Energy over elements is the cost, per atom, of leaving an element's standard state for the listed structure. The r2SCAN results below start from hcp sites and keep that symmetry throughout.

Elements of periods 2 and 3 started in the hcp structure, with cell and atoms relaxed in the symmetry P6₃/mmc. Ansatz 0.2.0, r2SCAN, plane-wave PAW, scalar-relativistic, no spin polarisation; cutoff 500 eV, k-point spacing at most 0.12 Å⁻¹, Gaussian smearing of 0.1 eV. Energies are per atom, relative to the elements' standard states.

```
element   Z  valence electrons  volume per atom (Å³)  shortest distance (Å)  energy over elements (eV/atom)
      B   5                  3                  9.38                  1.706                           0.747
      C   6                  4                  8.38                  1.710                           4.176
     Si  14                  4                 13.72                  2.643                           0.691
      P  15                  5                 15.10                  2.489                           0.505
      S  16                  6                 17.03                  2.607                           0.915
     Cl  17                  7                 21.82                  2.861                           0.684
```

1. Does any of these elements gain by taking this structure?

None does: every energy over elements is positive. Carbon pays most, 4.18 eV per atom, more than four times the cost of sulfur, which comes next. Phosphorus pays least, about 0.5 eV. What the elements other than boron give up is a structure with a few strong, directed bonds, such as the pair in Cl₂ or the three bonds of each phosphorus atom. The hcp symmetry forbids such arrangements, and in the relaxed cells every atom has at least six equal nearest neighbours.

2. Are these cells really close-packed?

Only silicon's is, nearly. Spheres that touch at a distance d fill d³/√2 per atom when close-packed, and silicon's volume lies 5% above that value. Boron and carbon have become stacks of flat triangular sheets, with more than twice the close-packed volume. Phosphorus, sulfur and chlorine are squeezed along the stacking axis, so that their six nearest neighbours sit in the layers above and below. For these three elements, the c/a, in-plane distance and distance to the next layer in the output after this text describe the starting cells, whose volumes differ from the relaxed ones by up to 2%. The relaxed cells give the same picture: c/a is 0.974 for phosphorus, 1.036 for sulfur and 1.122 for chlorine, and neighbours within a layer are 3.296, 3.361 and 3.555 Å apart, well beyond the shortest distances in the table. The shortest distance therefore lies within a layer for B, C and Si, but joins two layers for P, S and Cl.

3. Why does the shortest distance grow from P to Cl, although the atoms shrink?

Each further valence electron completes a lone pair and leaves one bond fewer: phosphorus normally forms three, sulfur two, chlorine one. In this simple count, those bonds are spread here over six equal contacts, so each contact should become weaker and longer along the series. Benzene shows the same effect in a simpler system: three π bonds are shared by six contacts, and each contact is longer than a full double bond. The likeness stops at the energy, since sharing stabilises benzene but comes with a cost here.

4. Can the stretching be estimated?

If b bonds are shared among N contacts, each has bond order b/N. Pauling's relation lengthens a bond in proportion to the logarithm of this weakening:

d = d₁ + k log₁₀(N/b)

Here d₁ is the ordinary single-bond length and k a constant. With k fitted to P, S and Cl, and a rough recalled d₁ of 2.0 Å, chlorine gives

d = 2.0 + 1.08 × log₁₀(6/1) ≈ 2.84 Å

The calculation gave 2.86 Å, but chlorine was part of the fit, so this shows consistency rather than a prediction. Pauling's own constant of 0.6 Å gives far too little growth, so the fitted constant probably also absorbs other effects, such as repulsion between lone pairs. Outside the fit, carbon agrees, which may be chance, while boron and silicon come out about 0.3 Å too long. Ordinary boron already shares its bonds among several atoms, so its usual length is not that of an unshared bond. For silicon the formula already counts twelve neighbours, but a constant fitted to the squeezed cells need not hold near close packing. The output after this text lists all rows.

5. Why does carbon pay so much more than boron for the same kind of sheet?

The two sheets have almost the same shortest distance, 1.71 Å, although carbon is the smaller atom. Its bonds in the sheet are thus stretched, while boron's are close to their usual length. Bonding theory offers a reason: a triangular sheet suits an element with few electrons, and carbon's extra electron has to enter states that weaken the bonds. Carbon also leaves an exceptionally strongly bonded standard state. Rough recalled cohesive energies help to separate the two: the stronger standard state accounts for about 1.6 of the 3.4 eV difference in cost. The rest means that the carbon sheet itself is bound less strongly than the boron sheet, as the bonding argument suggests.

6. Do silicon and chlorine pay the same price?

In eV they do: they differ by 7 meV per atom, while the mesh leaves an uncertainty of about 4 meV in each, so their order is not settled. Chlorine's standard state is also a gas, for which the energies carry no correction, and zero-point motion is left out for both. Measured against what holds each solid together, they differ greatly. With rough recalled cohesive energies, silicon loses about 15% of its binding and chlorine about half. This share rises from P through S to Cl, in step with the stretching. Chlorine's cost looks modest only because it had a single bond to lose.

7. What would change with other settings?

A dispersion correction would mainly alter the spacing of the boron and carbon sheets. A change of 0.1 Å there shifts the volume by about 3%, so these two volumes deserve less trust than the distances within the sheets. Allowing lower symmetry should matter more for the energies: chlorine atoms, for example, could then pair up and recover their bond. That step was not tested, so any of these cells may be a saddle point rather than a minimum. Nor was a magnetic state tested, which could lower the energies of sulfur and chlorine.

8. Which elements suit the type, and what does this mean for devices?

The structure suits metals such as magnesium or titanium, whose electrons bind many neighbours at once instead of forming a few separate bonds. Metallic conduction is one of the properties that let titanium serve in contacts. A silicon channel needs the opposite: four directed bonds per atom, which open a band gap. Forced into near close packing, silicon has no gap and would not work as a switch.

Output of the analysis:

```
Geometry:
  row     c/a  in-plane distance (Å)  distance to next layer (Å)  volume over close-packed volume  edge volume error (%)
    B    4.36                  1.706                       3.847                            2.672               -0.06629
    C    3.87                   1.71                       3.453                             2.37               -0.02073
   Si   1.715                  2.643                       2.733                            1.051               -0.04089
    P  0.9801                  3.267                       2.474                            1.385                 -1.996
    S   1.058                  3.336                       2.612                            1.359                -0.1121
   Cl   1.088                  3.601                       2.856                            1.318                 0.7966
fit of stretch on 3 rows (Z > 14): coefficient of logn 1.081 +/- 0.031; rms 0.0245, worst P 0.0365, leave-one-out rms 0.0409
  rows outside the fit (model, value, miss): B 0.3255, 0.006, 0.32; C 0.1904, 0.21, -0.0196; Si 0.5159, 0.243, 0.273
Bond sharing:
  row  stretch over single bond (Å)  distance with 0.6 Å constant (Å)  distance with fitted constant (Å)  cost in % of rough cohesive energy
    B                         0.006                             1.881                              2.026                               12.88
    C                          0.21                             1.606                               1.69                               56.43
   Si                         0.243                             2.686                              2.916                               15.02
    P                         0.289                             2.381                              2.526                               14.85
    S                         0.507                             2.386                              2.616                               31.55
   Cl                         0.861                             2.467                              2.841                               48.86
Rms miss of the 0.6 Å constant for P, S and Cl (Å): 0.2682
Growth of shortest distance from P to Cl (Å): 0.372
Shortest distance of C less that of B (Å): 0.004
Energy of C over the next highest energy (ratio): 4.564
Energy of Si less that of Cl (meV an atom): 7
Sheet spacing of B (Å): 3.719
Sheet spacing of C (Å): 3.308
Volume change of B for 0.1 Å of sheet spacing (%): 2.689
Volume change of C for 0.1 Å of sheet spacing (%): 3.023
```
